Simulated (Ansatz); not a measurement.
MgO in the zincblende structure, relaxed with r2SCAN: the symmetry is F-43m (No. 216, cubic); a = 4.564 Å in the conventional setting, 11.88 Å³ an atom. Mg has 4 O at 1.98 Å; O has 4 Mg at 1.98 Å. One-shot G0W0@PBE in the PAW code Ansatz on a 6×6×6 mesh (contour deformation, no spin-orbit coupling), from a PBE gap of 3.657 eV over the mesh points (the G0W0 gap is direct on the mesh); the number N of bands summed and the screening cutoff rise together. Values at 0 K without nuclear motion; spin polarisation is off, and the phase may be a hypothetical one.

```tsv
N	cutoff (eV)	1000/N	G0W0 gap (eV)
46	80	21.739	5.498
97	140	10.309	5.723
```

Problem. Lay a straight line in 1000/N through these rows.

Solution. The slope is -0.0197 eV per unit of 1000/N and the intercept 5.926 eV.

Problem. Predict the gap at N = 172 (210 eV).

Solution. 5.926 + (-0.0197) × 5.814 = 5.811 eV; the run gives 5.860 eV, +0.049 eV from the line.

Problem. With that run's result added, what limit do the last two rows suggest?

Solution. Their slope is (5.860 − 5.723)/(5.814 − 10.309) = -0.0305, which meets 1/N = 0 at 6.04 eV, against 5.926 eV from the first line. The slope steepens, so 1/N isn't yet asymptotic and the true limit probably lies higher still; the k mesh isn't extrapolated.
